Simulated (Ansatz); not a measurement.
MnO under changes of volume

One of the cells (13.451 Å³/atom); the others are scaled copies at fixed shape and fractional positions:

```
Mn O
1.0
     3.32458    0.00000    0.00000
     0.00000    3.32458    0.00000
     0.00000    0.00000    4.86782
Mn O
2 2
Cartesian
  0.0000 0.0000 0.0000
  1.6623 1.6623 0.0000
  1.6623 0.0000 1.2997
  0.0000 1.6623 3.5681
```

The cell was built by a generator and needn't be a form met in nature.

| Quantity | Value |
| --- | --- |
| Program | Ansatz 0.2.0 |
| Functional | PBE |
| Potentials or basis | Ansatz PAW |
| Cutoff | 420 eV (not typed: the program's choice for these potentials) |
| k mesh | 8 × 8 × 6 |
| Occupations | fermi-dirac, width 0.05 eV |
| Spin | collinear spin, ferromagnetic start |
| Starting moments | [4.0, 4.0, 0.0, 0.0] μB |

```csv
volume (Å³/atom),energy over the lowest point (meV/atom),pressure (GPa),gap on the mesh (eV),largest force (eV/Å)
12.644,1.75,2.2,0.34,2.457
12.913,0.00,-0.1,0.37,2.653
13.182,1.86,-2.1,0.39,2.833
13.451,?,?,?,?
13.720,14.95,-5.6,0.44,3.147
13.989,25.50,-7.0,0.46,3.284
14.258,38.33,-8.3,0.48,3.410
```

What does the run at 13.451 Å³/atom give?

Energy over the lowest point 6.97 meV/atom; pressure -3.9 GPa; gap on the mesh 0.42 eV; largest force 2.997 eV/Å.

Worked out: A Birch-Murnaghan fit of order 3 (a polynomial in V^(-2/3)) to the other rows has its minimum at 12.90 Å³/atom with B0 = V·E''(V) = 104 GPa and B' = 4.6 at fixed shape and positions, which overstates the stiffness. It gives 6.97 meV/atom at 13.451 Å³/atom, against the run's 6.97, and -dE/dV = -3.9 GPa, against -3.9. A straight line through the other rows of the gap, of slope 1.16 eV per unit of ln V (its deformation potential), gives 0.41 eV, against the run's 0.42.

Energies are extrapolated to zero smearing.

Caveats: forces of over 1 eV/Å show positions far from the minimum, so gaps and moduli don't describe the material at rest; the starting moments weren't kept.

A mesh can miss the band edges.
